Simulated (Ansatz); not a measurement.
Runs of Ansatz 0.2.0 on Si. Symmetry: Fd-3m, No. 227, cubic system. The conventional cell has a = 5.444 Å, b = 5.444 Å, c = 5.444 Å, α = 90.00°, β = 90.00°, γ = 90.00°. Si (site symmetry -43m) is surrounded by 4 Si at 2.36 Å. 

```csv
task,level,k mesh,smearing,atoms under strain,gap on the mesh (eV),pressure (GPa)
single point,PBEsol,8 × 8 × 8,gaussian 0.1 eV,-,0.52,(a)
elastic constants,LDA,6 × 6 × 6,fixed,relaxed,0.61,-2.1
phonons,LDA,6 × 6 × 6,fixed,-,0.61,-
Born charges and dielectric tensor,PBEsol,8 × 8 × 8,fixed,-,0.52,-
```

Alike in all rows: potentials or basis Ansatz PAW; no spin polarisation; cell as given; cutoff (eV) 420.

Problem. Fill in the values left out.

Solution. (a) -0.5.

Caveats: the PAW data sets come from PBE, with cores solved anew for the run's functional, which leaves a small shift of forces and pressure; the gap is small at this level, which inflates the dielectric constant (some runs).

A k mesh can miss the band edges.

Runs at the PBE level aren't shown here.
